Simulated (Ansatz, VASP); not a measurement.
## One calculation of AlRu, two programs

```xyz
2
Lattice="2.9825 0.0000 0.0000 0.0000 2.9825 0.0000 0.0000 0.0000 2.9825" Properties=species:S:1:pos:R:3 pbc="T T T"
Al    0.0000    0.0000    0.0000
Ru    1.4912    1.4912    1.4912
```

Alike in both runs: task single point; functional PBEsol; k mesh 4 × 4 × 4; occupations gaussian, width 0.1 eV; no spin polarisation.

|  | VASP | Ansatz |
| --- | --- | --- |
| version | VASP 6.6.1 | Ansatz 0.2.0 |
| potentials or method | VASP PAW PBE potentials, release 64 (Al, Ru_pv) | scalar-relativistic, plane waves, PAW |
| plane-wave cutoff (eV) | 520 | 420 |
| valence electrons in the cell | 17 | 19 |

```csv
,VASP,Ansatz,Ansatz less VASP
gap on the k mesh at the Fermi level (eV),none,none,-
pressure (GPa),-3.6,-3.7,-0.06
```

A gap of «none» marks a metal or a gap that the smearing closes. The two sets of potentials don't hold the same shells in valence.

Caveats: the k mesh is coarse (spacing up to 0.53 Å⁻¹), so the values aren't converged; the PAW data sets were made with another functional, which shifts forces and pressure a little (VASP).
